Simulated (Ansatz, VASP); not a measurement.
# One calculation of Si, two programs

```
Si
1.0
    -2.41788    2.41788    1.35534
     2.41788   -2.41788    1.35534
     2.41788    2.41788   -1.35534
Si
2
Direct
  0.50000 0.50000 0.00000
  0.25000 0.75000 0.50000
```

Change from the starting cell: volume scaled by 1.06.

Alike in both runs: task single point; functional PBEsol; k mesh 11 × 11 × 11; occupations fermi-dirac, width 0.05 eV; no spin polarisation.

```csv
,VASP,Ansatz
version,VASP 6.6.1,Ansatz 0.2.0
potentials or method,"VASP PAW PBE potentials, release 64 (Si), cutoff 520 eV","all-electron LAPW, scalar-relativistic"
```

VASP gave:

- gap on the k mesh at the Fermi level (eV): none
- pressure (GPa): -5.2
- largest component of the traceless stress (GPa): 0.46

**Question.** What did Ansatz give for the same quantities?

**Answer.** gap on the k mesh at the Fermi level (eV): none; pressure (GPa): -5.3; largest component of the traceless stress (GPa): 0.42.

A gap of «none» marks a metal or a gap that the smearing closes. Ansatz ran all-electron here, so the differences hold the error of VASP's frozen core and of both bases.

Caveats: the PAW data sets were made with another functional, which shifts forces and pressure a little (VASP).
